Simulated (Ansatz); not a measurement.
**FePt: a series of runs**

Aim: follow a series of runs on FePt and read the state that each reaches.

Computed with Ansatz 0.2.0 (DFT, PAW plane waves, r2scan, unless a step's input says otherwise).

### Step 1. Starting point

It takes space group P4/mmm (No. 123, tetragonal). Conventional cell: a = 2.724 Å, b = 2.724 Å, c = 3.720 Å, α = 90.00°, β = 90.00°, γ = 90.00°. Fe (site symmetry 4/mmm) is surrounded by 8 Pt at 2.68 Å and 4 Fe at 2.72 Å. Pt (site symmetry 4/mmm) has 8 Fe at 2.68 Å and 4 Pt at 2.72 Å as nearest neighbours.

Structure file:

```
CELL_PARAMETERS angstrom
5.44700 0.00000 0.00000
0.00000 2.72350 0.00000
0.00000 0.00000 3.72000
ATOMIC_POSITIONS crystal
Fe 0.00000 0.00000 0.00000
Pt 0.25000 0.50000 0.50000
Fe 0.50000 0.00000 0.00000
Pt 0.75000 0.50000 0.50000
```

### Step 2. A run

input.yaml

```yaml
crystal:
  lattice:
    - [5.447, 0.0, 0.0]
    - [0.0, 2.7235, 0.0]
    - [0.0, 0.0, 3.72]
  atoms:
    - { symbol: Fe, position: [0.0, 0.0, 0.0], spin: 4.0 }
    - { symbol: Pt, position: [0.25, 0.5, 0.5] }
    - { symbol: Fe, position: [0.5, 0.0, 0.0], spin: 4.0 }
    - { symbol: Pt, position: [0.75, 0.5, 0.5] }
  symmetry: { tolerance: 0.0003 }
hamiltonian:
  xc: r2scan
  pseudopotentials: { kind: paw, azcp: { folder: soft_1 } }
basis:
  ecutwfc: 500
magnetization:
  spin_polarized: true
scf:
  occupations: { method: fermi_dirac, width: 0.05 }
kpoints:
  mp_grid: { grid: [5, 9, 6], shift: [0, 0, 0] }
output:
  forces: true
  stress: true
  eigenvalues: true
```

The run is started by

```console
$ ansatz run input.yaml --threads 2 --pin off --max-ram 5632MiB --backend cpu --events-out ev --progress --plain --runs-dir out
```

Output:

```text
Warning: RAYON_NUM_THREADS=2 ignored (pool sized by the plan → 2); use --threads N
Engine: ansatz 0.2.0, x86_64-unknown-linux-gnu
Pseudopotentials: kind: paw
Pseudopotential: Fe, paw, valence charge 16, recommended cutoff 500 eV (meta_gga), <dir>
Pseudopotential: Pt, paw, valence charge 18, recommended cutoff 500 eV (meta_gga), <dir>
Functional definition: r2SCAN
  parameter k0 = 0.174
  parameter k1 = 0.065
  parameter a1 = 4.9479
  exchange = r2scan_x(k0 = k0, k1 = k1, a1 = a1)
  correlation = r2scan_c
Crystal: 4 atoms, lattice volume = 55.186 Å³
Basis set: ecut = 500 eV, 1379 PW (Γ), exchange–correlation on 160×80×120 points (64 copies of the dense FFT grid, shifted against one another)
Bands: 46, of which v1, the nominal top of the filled ones, is band 34 counted from 1 (33 counted from 0)
Symmetry: 16 space group operations
Space group: P4/mmm (ITA 123), of the structure as read, at distance tolerance 1.1e-3 Å
Magnetic group: BNS 123.339 (UNI 999), of the structure as read, at distance tolerance 1.1e-3 Å
k-points: 60 of 270
Non-local potential: Fe, projectors of the file, l = 0: 3, l = 1: 2, l = 2: 3, l = 3: 1
Non-local potential: Pt, projectors of the file, l = 0: 3, l = 1: 2, l = 2: 2, l = 3: 1
PAW form: soft (Blöchl's): semilocal exchange-correlation on the pseudo side does not see the compensation charge
PAW frozen core: Fe, regenerated for the run's functional (the file was generated under x = pbe(κ = 0.804, μ = 0.2195149727645171), c = pbe(β = 0.06672455060314922))
PAW frozen core: Pt, regenerated for the run's functional (the file was generated under x = pbe(κ = 0.804, μ = 0.2195149727645171), c = pbe(β = 0.06672455060314922))
PAW one-centre angular grid: Fe, 590 points (default); XC on 160 Gauss nodes
PAW one-centre angular grid: Pt, 590 points (default); XC on 160 Gauss nodes
Initial density: superposition of atomic densities (chi_scale 0.1, normalization cell)
Starting moments: Σ|m| = 8 μB on 2 of 4 sites
Initial wavefunctions: pseudopotential atomic-orbital guess
Functional: x = r2scan, c = r2scan; τ floored in thin density (d = 2e-4 eV/Å³)
SCF iter   1: F=—  HF=-34049.172417 eV  |F-HF|=—  |Δ(HF+E_count)|=         —  Δρ=5.42e-2 (↑2.81e-2 ↓5.42e-2)  dr2=3.67e0  dr2_τ=6.54e-2  dr2_m=1.60e-1  M=7.494 μB ∫|m|=7.704 μB  β_m=1.00  ethr=3.10e-3  ⟨swp⟩=5.8  Hψ=18776  notcnv=0  defer=4
Mixer restart at iter 1: flushing history
preconditioner: auto → Kerker (q_TF=auto, 2.825 Å⁻¹)  [metal: Δε(μ)=0.012 eV  Ē_g=10.220 eV  σ=0.050 eV  W_gap=0.06  n_scr=16 (ndim 8)  ℏωp=30.0 eV  f_vac=0.000  D(μ)=3.18/eV (n_scr^D=32)]
spin=Collinear: Kerker preconditioning applied to the charge; magnetization (m = ρ↑ − ρ↓) channel mixes plain (no charge-response kernel on spin).
SCF iter   2: F=—  HF=-34049.065226 eV  |F-HF|=—  |Δ(HF+E_count)|=   1.07e-1  Δρ=2.98e-2 (↑2.01e-2 ↓2.98e-2)  dr2=1.47e0  dr2_τ=1.63e-2  dr2_m=1.64e-2  M=7.341 μB ∫|m|=7.811 μB  β_m=1.00  ethr=3.10e-3  ⟨swp⟩=2.0  Hψ=7542  notcnv=0  defer=467  κ⁻¹=1.0e0(r=1)
SCF iter   3: F=—  HF=-34049.429834 eV  |F-HF|=—  |Δ(HF+E_count)|=   3.65e-1  Δρ=1.10e-2 (↑1.10e-2 ↓1.03e-2)  dr2=2.33e-1  dr2_τ=2.63e-3  dr2_m=7.90e-3  M=7.158 μB ∫|m|=7.870 μB  β_m=1.00  ethr=2.17e-3  ⟨swp⟩=2.4  Hψ=8776  notcnv=0  defer=467  κ⁻¹=7.9e-2(r=2)
SCF iter   4: F=—  HF=-34049.632252 eV  |F-HF|=—  |Δ(HF+E_count)|=         —  Δρ=1.03e-2 (↑5.83e-3 ↓1.03e-2)  dr2=1.03e-1  dr2_τ=1.05e-3  dr2_m=1.47e-2  M=6.991 μB ∫|m|=7.713 μB  β_m=1.00  ethr=3.43e-4  ⟨swp⟩=2.6  Hψ=8710  notcnv=0  defer=479
Mixer restart at iter 4: flushing history
SCF iter   5: F=—  HF=-34049.632848 eV  |F-HF|=—  |Δ(HF+E_count)|=   5.95e-4  Δρ=5.31e-3 (↑4.56e-3 ↓5.31e-3)  dr2=6.24e-2  dr2_τ=5.44e-4  dr2_m=6.96e-4  M=6.979 μB ∫|m|=7.669 μB  β_m=1.00  ethr=1.52e-4  ⟨swp⟩=2.0  Hψ=6467  notcnv=0  defer=484  κ⁻¹=1.0e0(r=1)
SCF iter   6: F=—  HF=-34049.650506 eV  |F-HF|=—  |Δ(HF+E_count)|=   1.77e-2  Δρ=2.54e-3 (↑2.53e-3 ↓2.54e-3)  dr2=1.87e-2  dr2_τ=1.19e-4  dr2_m=5.56e-5  M=6.965 μB ∫|m|=7.625 μB  β_m=1.00  ethr=9.18e-5  ⟨swp⟩=2.1  Hψ=7275  notcnv=0  defer=485  κ⁻¹=1.3e-1(r=2)
SCF iter   7: F=—  HF=-34049.652074 eV  |F-HF|=—  |Δ(HF+E_count)|=   1.57e-3  Δρ=1.53e-3 (↑1.13e-3 ↓1.53e-3)  dr2=2.24e-3  dr2_τ=5.12e-5  dr2_m=1.22e-4  M=6.959 μB ∫|m|=7.609 μB  β_m=1.00  ethr=2.75e-5  ⟨swp⟩=2.0  Hψ=10746  notcnv=0  defer=493  κ⁻¹=4.4e-3(r=3)
SCF iter   8: F=—  HF=-34049.655797 eV  |F-HF|=—  |Δ(HF+E_count)|=   3.72e-3  Δρ=6.30e-4 (↑6.30e-4 ↓6.14e-4)  dr2=6.94e-4  dr2_τ=1.07e-5  dr2_m=3.30e-5  M=6.970 μB ∫|m|=7.636 μB  β_m=1.00  ethr=3.30e-6  ⟨swp⟩=2.0  Hψ=9776  notcnv=0  defer=500  κ⁻¹=8.5e-4(r=4)
SCF iter   9: F=—  HF=-34049.656780 eV  |F-HF|=—  |Δ(HF+E_count)|=   9.83e-4  Δρ=4.66e-4 (↑2.98e-4 ↓4.66e-4)  dr2=3.36e-4  dr2_τ=3.31e-6  dr2_m=1.16e-5  M=6.978 μB ∫|m|=7.642 μB  β_m=1.00  ethr=1.02e-6  ⟨swp⟩=2.0  Hψ=9878  notcnv=0  defer=499  κ⁻¹=3.3e-4(r=5)
SCF iter  10: F=—  HF=-34049.656500 eV  |F-HF|=—  |Δ(HF+E_count)|=   2.80e-4  Δρ=3.05e-4 (↑3.05e-4 ↓3.02e-4)  dr2=1.30e-4  dr2_τ=2.26e-6  dr2_m=2.81e-6  M=6.980 μB ∫|m|=7.642 μB  β_m=1.00  ethr=4.94e-7  ⟨swp⟩=1.6  Hψ=6665  notcnv=0  defer=499  κ⁻¹=3.2e-4(r=6)
SCF iter  11: F=—  HF=-34049.656774 eV  |F-HF|=—  |Δ(HF+E_count)|=   2.74e-4  Δρ=1.86e-4 (↑1.24e-4 ↓1.86e-4)  dr2=3.01e-5  dr2_τ=6.65e-7  dr2_m=2.22e-6  M=6.976 μB ∫|m|=7.635 μB  β_m=1.00  ethr=1.90e-7  ⟨swp⟩=2.0  Hψ=9436  notcnv=0  defer=499  κ⁻¹=3.2e-5(r=7)
SCF iter  12: F=—  HF=-34049.656816 eV  |F-HF|=—  |Δ(HF+E_count)|=   4.27e-5  Δρ=8.99e-5 (↑8.73e-5 ↓8.99e-5)  dr2=1.12e-5  dr2_τ=1.69e-7  dr2_m=6.60e-8  M=6.975 μB ∫|m|=7.635 μB  β_m=1.00  ethr=4.42e-8  ⟨swp⟩=2.2  Hψ=7793  notcnv=0  defer=499  κ⁻¹=1.3e-5(r=8)
SCF iter  13: F=—  HF=-34049.656825 eV  |F-HF|=—  |Δ(HF+E_count)|=   8.47e-6  Δρ=4.54e-5 (↑4.15e-5 ↓4.54e-5)  dr2=2.72e-6  dr2_τ=4.60e-8  dr2_m=1.55e-7  M=6.975 μB ∫|m|=7.635 μB  β_m=1.00  ethr=1.65e-8  ⟨swp⟩=2.0  Hψ=8547  notcnv=0  defer=499  κ⁻¹=7.7e-6(r=8)
SCF iter  14: F=—  HF=-34049.656827 eV  |F-HF|=—  |Δ(HF+E_count)|=   2.20e-6  Δρ=2.04e-5 (↑1.96e-5 ↓2.04e-5)  dr2=5.76e-7  dr2_τ=7.57e-9  dr2_m=9.32e-9  M=6.975 μB ∫|m|=7.635 μB  β_m=1.00  ethr=4.01e-9  ⟨swp⟩=2.0  Hψ=7558  notcnv=0  defer=499  κ⁻¹=4.3e-6(r=8)
SCF iter  15: F=—  HF=-34049.656827 eV  |F-HF|=—  |Δ(HF+E_count)|=   2.71e-7  Δρ=1.52e-5 (↑1.32e-5 ↓1.52e-5)  dr2=2.20e-7  dr2_τ=3.37e-9  dr2_m=2.09e-9  M=6.975 μB ∫|m|=7.635 μB  β_m=1.00  ethr=8.48e-10  ⟨swp⟩=2.0  Hψ=7694  notcnv=0  defer=499  κ⁻¹=2.2e-5(r=8)
SCF iter  16: F=—  HF=-34049.656827 eV  |F-HF|=—  |Δ(HF+E_count)|=   1.49e-7  Δρ=6.18e-6 (↑4.61e-6 ↓6.18e-6)  dr2=2.49e-8  dr2_τ=4.51e-10  dr2_m=2.52e-9  M=6.975 μB ∫|m|=7.635 μB  β_m=1.00  ethr=3.23e-10  ⟨swp⟩=2.0  Hψ=9431  notcnv=0  defer=499  κ⁻¹=6.5e-5(r=8)
SCF iter  17: F=-34049.656827 eV  HF=-34049.656827 eV  |F-HF|=2.50e-8  |Δ(HF+E_count)|=   3.00e-8  Δρ=3.09e-6 (↑2.83e-6 ↓3.09e-6)  dr2=4.83e-9  dr2_τ=2.96e-10  dr2_m=1.50e-9  M=6.975 μB ∫|m|=7.635 μB  ethr=3.66e-11  ⟨swp⟩=7.3  Hψ=22288  notcnv=0
SCF 1 converged in 17 iterations: F = -34049.656827 eV  dr2 = 4.83e-9
this state was not tested for a lower state beside it, because the mixer in use, unlike msr1, does not test its closes by its own steps (another_mixer; see scf.mixing.algorithm and scf.lower_state_search)
SCF converged after 17 iterations
Magnetization: 6.9750 μB (37.4875 up, 30.5125 down)
Absolute magnetization: 7.6383 μB (∫|ρ↑−ρ↓|, with the PAW one-centre terms)
Spin contamination: 0.3008 ħ² per cell (⟨S²⟩ above its minimum at these occupations)
Per-site moments (μB) at R_I (Å): [(3.2476435135568766, 1.1044163581761326), (0.3796855337720611, 1.1044163581761326), (3.2476435135568766, 1.1044163581761326), (0.3796855337720611, 1.1044163581761326)]
Free energy (F): -34049.656827 eV
Harris-Foulkes:  -34049.656827 eV  (|F-HF|=2.50e-8)
Internal energy: -34049.637492 eV  (E = F + TS)
E sigma→0 (E₀):  -34049.647160 eV
Entropy (-TS):   -0.019335 eV (-4.834 meV/atom)
Fermi energy:    20.514261 eV
--- Per-component energies (eV) ---
  E_band       = -823.589258
  E_kinetic    = 1847.124451
  E_local      = -7327.348598  (includes V_loc(G=0)·N_el)
  E_nonlocal   = 999.916899
  E_hartree    = 2933.341423
  E_xc         = -651.090269
  E_vxc        = -912.803704  (∫ρ·V_xc dr)
  E_paw        = -21810.189564  (= ΣΔE_a)
  E_vpaw       = -1359.529625  (= ΣTr[D̂ρ^β])
  E_aug_tail   = -0.000774  (compensation charges beyond the density's cutoff)
  E_vtau       = 62.364595  (kinetic-family band-sum trace: ∫τ·v_τ [+ j·A + Jᵃ·Aᵃ] dr)
  E_ewald      = -10040.348879
  E_core_change = -1.042182  (= ΣΔE_core)
  E_smearing   = -0.019335  (= −TS)
  E_closure    = -0.000000  (closes the sum)
  Σ components = -34049.656827   (vs F -34049.656827, Δ=0.00e0)
--- Forces (eV/Å), atoms counted from 1 ---
  atom   1  Fe     0.00000000    -0.00000000     0.00000000
  atom   2  Pt     0.00000000     0.00000000     0.00000000
  atom   3  Fe     0.00000000    -0.00000000     0.00000000
  atom   4  Pt    -0.00000000     0.00000000     0.00000000
  max |Σ_I F_I| component: 6.39e-27 eV/Å
--- Stress (GPa, compression-positive) ---
        1.169177       0.000000       0.000000
       -0.000000       1.132684       0.000000
        0.000000       0.000000       1.510925
  P = ⅓ Tr σ = 1.2709 GPa (12.709 kbar)
--- Band table (eV; the first three rows and the last of 120) ---
  k-point 0 ↑: bands = ["-80.4025", "-80.3860", "-72.7033", "-72.6950", "-37.5934", "-37.5773", "-37.3304", "-37.2387", "-37.2346", "-37.2255", "-34.1711", "-33.9573", "-33.9357", "-33.8455", "-33.8409", "-33.8206", "10.4479", "13.5647", "13.8580", "13.9934", "15.3739", "15.6534", "15.6686", "16.1030", "16.1462", "16.3411", "16.3428", "16.7790", "16.9641", "17.3579", "17.4326", "17.5558", "17.7607", "18.6399", "19.5822", "19.5846", "19.6818", "19.9948", "22.4746", "22.7794", "30.4056", "31.1485", "31.1655", "32.5039", "32.5049", "33.3861"]
  k-point 1 ↑: bands = ["-80.4025", "-80.3860", "-72.7033", "-72.6950", "-37.5920", "-37.5793", "-37.3320", "-37.2383", "-37.2343", "-37.2254", "-34.1688", "-33.9618", "-33.9353", "-33.8460", "-33.8414", "-33.8205", "10.8044", "13.7279", "13.8313", "13.9720", "14.4430", "15.8672", "16.1842", "16.4757", "16.4773", "16.5957", "16.6167", "16.7240", "16.7558", "16.7779", "17.4714", "17.5937", "18.2014", "18.9102", "19.2766", "19.2790", "19.6321", "20.0055", "21.2043", "22.3074", "28.4245", "29.7166", "32.3709", "33.2266", "33.2277", "35.7240"]
  k-point 2 ↑: bands = ["-80.4024", "-80.3859", "-72.7034", "-72.6950", "-37.5892", "-37.5833", "-37.3351", "-37.2375", "-37.2335", "-37.2254", "-34.1641", "-33.9709", "-33.9345", "-33.8469", "-33.8422", "-33.8202", "11.7218", "13.5752", "13.7403", "14.1000", "14.2513", "16.2282", "16.2419", "16.3225", "16.3556", "16.3700", "16.8517", "16.8533", "17.2034", "17.5546", "17.8493", "17.8594", "18.5858", "18.5881", "18.7171", "18.7914", "19.3245", "19.5271", "19.9971", "21.4907", "25.9159", "28.0128", "35.1264", "35.1277", "35.5363", "36.6773"]
  k-point 59 ↓: bands = ["-80.0683", "-80.0632", "-67.8231", "-67.8198", "-33.7729", "-33.7539", "-33.6247", "-33.5602", "-33.5401", "-33.5227", "-32.5850", "-32.5779", "-32.5743", "-32.5696", "-32.5584", "-32.5219", "14.3600", "14.8354", "15.0275", "15.5144", "15.9822", "16.0727", "16.8512", "17.1057", "17.9631", "18.4197", "19.0126", "19.2529", "19.3073", "19.4849", "20.8858", "21.3512", "21.4630", "21.4687", "22.2369", "22.3407", "24.0750", "24.3930", "25.2007", "25.8337", "27.1137", "27.7406", "28.7708", "28.8653", "33.1777", "34.3994"]
```

It took 12 s on 2 threads of AMD EPYC 9R45 (Zen 5), shared host; peak memory 0.71 GiB.

(Part 1 of 2 ends here.)
